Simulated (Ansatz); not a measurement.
# KZnF3: the cell at several levels of theory

The task here is to estimate one member of a computed series from the others.

The runs shown are made with Ansatz 0.2.0. PAW datasets, plane waves, zero pressure. (Simulation; spin polarisation is off.)

**The cell**

Space group Pm-3m (No. 221), cubic; a = 4.050 Å in the conventional setting, 13.29 Å³ an atom. Around K lie 12 F at 2.86 Å; around Zn lie 6 F at 2.02 Å; around F lie 2 Zn at 2.02 Å and 4 K at 2.86 Å.

Structure file:

```cif
data_structure
_symmetry_space_group_name_H-M 'P 1'
_symmetry_Int_Tables_number 1
_cell_length_a 4.0500
_cell_length_b 4.0500
_cell_length_c 4.0500
_cell_angle_alpha 90.000
_cell_angle_beta 90.000
_cell_angle_gamma 90.000
_cell_volume 66.43
loop_
_atom_site_label
_atom_site_type_symbol
_atom_site_fract_x
_atom_site_fract_y
_atom_site_fract_z
_atom_site_occupancy
K1 K 0.00000 0.00000 0.00000 1
Zn1 Zn 0.50000 0.50000 0.50000 1
F1 F 0.50000 0.50000 0.00000 1
F2 F 0.00000 0.50000 0.50000 1
F3 F 0.50000 0.00000 0.50000 1
```

The first run:

input.yaml

```yaml
crystal:
  lattice:
    - [4.05, 0.0, 0.0]
    - [0.0, 4.05, 0.0]
    - [0.0, 0.0, 4.05]
  atoms:
    - { symbol: K, position: [0.0, 0.0, 0.0] }
    - { symbol: Zn, position: [0.5, 0.5, 0.5] }
    - { symbol: F, position: [0.5, 0.5, 0.0] }
    - { symbol: F, position: [0.0, 0.5, 0.5] }
    - { symbol: F, position: [0.5, 0.0, 0.5] }
kpoints:
  mp_grid: { grid: [6, 6, 6] }
hamiltonian:
  xc: pbe
scf:
  occupations: { method: fermi_dirac, width: 0.02 }
relax:
  f_tol: 0.005
  cell: {}
output:
  write_density: true
  write_potential: true
  elf: true
  volumetric_format: npy
```

Launch:

```sh
$ ansatz run input.yaml --threads 4 --pin off --max-ram 9216MiB --backend cpu --events-out ev --progress --plain --runs-dir out
```

Among the steps run: Relaxing with PBE; r2SCAN: cell and atoms; PBEsol: cell and atoms; Relaxing with LDA.

One table of the session follows, with a row left open; its other results are not shown here.

```
 level  a (Å)  volume (Å³/atom)
   PBE      ?                 ?
r2SCAN  4.046            13.248
PBEsol  4.053            13.312
   LDA  3.974            12.548
```

Estimate the missing values for PBE.

The run gave: a (Å): 4.128; volume (Å³/atom): 14.064. In the column «a (Å)» it is the highest.

From the start to the first minimum the volume moved by +5.9 %. LDA gives the smallest cell and PBE the largest; they differ by 12.1 % in volume, a mean of 3.9 % in length.
